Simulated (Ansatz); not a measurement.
**Phases of Pd at 350 GPa**

Structure types of Pd are relaxed in primitive cells with their symmetry kept at 350 GPa, first on PAW files, then by LAPW. The enthalpy is E + pV at zero temperature, without zero-point motion. Only the types listed were tried, and differences under about 5 meV/atom are mesh noise.

Level of theory: DFT with PBE, scalar-relativistic, in Ansatz 0.2.0; Fermi–Dirac smearing of 0.05 eV, no spin polarisation. LAPW: all electrons, basis error target 0.5 meV/atom; PAW: frozen-core files, cutoff 420 eV.

k meshes: fcc 20×20×20, bcc 20×20×20, hcp 19×19×10, sc 18×18×18, simple hexagonal 19×19×18, beta tin 19×19×19.

Task: Which type is lowest in enthalpy, and by how much?

Result: fcc, 90 meV/atom below hcp. The whole table:

```csv
start type,ends as,"a, b, c (Å)",V (Å³/atom),"H − H(lowest), LAPW (meV/atom)","same, PAW"
fcc,"fcc, Fm-3m","3.313, 3.313, 3.313",9.09,0.0,0.0
bcc,"bcc, Im-3m","2.630, 2.630, 2.630",9.10,113.5,112.2
hcp,"hcp, P6_3/mmc","2.330, 2.330, 3.872",9.10,89.6,90.0
sc,"sc, Pm-3m","2.140, 2.140, 2.140",9.79,2858.8,2850.8
simple hexagonal,"simple hexagonal, P6/mmm","2.251, 2.251, 2.158",9.47,1492.4,1487.0
beta tin,"beta tin, I4_1/amd","4.142, 4.142, 2.223",9.53,1836.2,1831.2
```

Task: Split the lead of fcc over hcp into energy and pV.

Result: For hcp less fcc: ΔE = +62.5 meV/atom, and p·ΔV = 350 GPa × +0.0124 Å³ × 6.242 meV/(GPa·Å³) = +27.1 meV/atom, together 89.6 meV/atom. fcc wins on both counts.
